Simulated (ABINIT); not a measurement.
Crystal: AlRu.

```
Ru Al
1.0
     2.99160    0.00000    0.00000
     0.00000    2.99160    0.00000
     0.00000    0.00000    2.99160
Ru Al
1 1
Direct
  0.50000 0.50000 0.50000
  0.00000 0.00000 0.00000
```

Base run:

| Quantity | Value |
| --- | --- |
| Program | ABINIT 10.8.3 (patched build) |
| Functional | SCAN |
| Potentials or basis | JTH PAW PBE v2.0 |
| Cutoff | 490 eV |
| k mesh | 9 × 9 × 9 |
| Occupations | fermi-dirac, width 0.05 eV |
| Spin | no spin polarisation |

Its results: band gap on the k mesh none (metal or under the smearing width); pressure -4.9 GPa.

Problem. After a change of settings the same cell gave: band gap on the k mesh none (metal or under the smearing width); pressure 4.9 GPa. Which change was it?
A. functional from SCAN to revPBE
B. functional from SCAN to AM05
C. functional from SCAN to WC
D. functional from SCAN to PBE

Solution. A.

Caveats: the PAW data sets were made with another functional, which shifts forces and pressure a little.
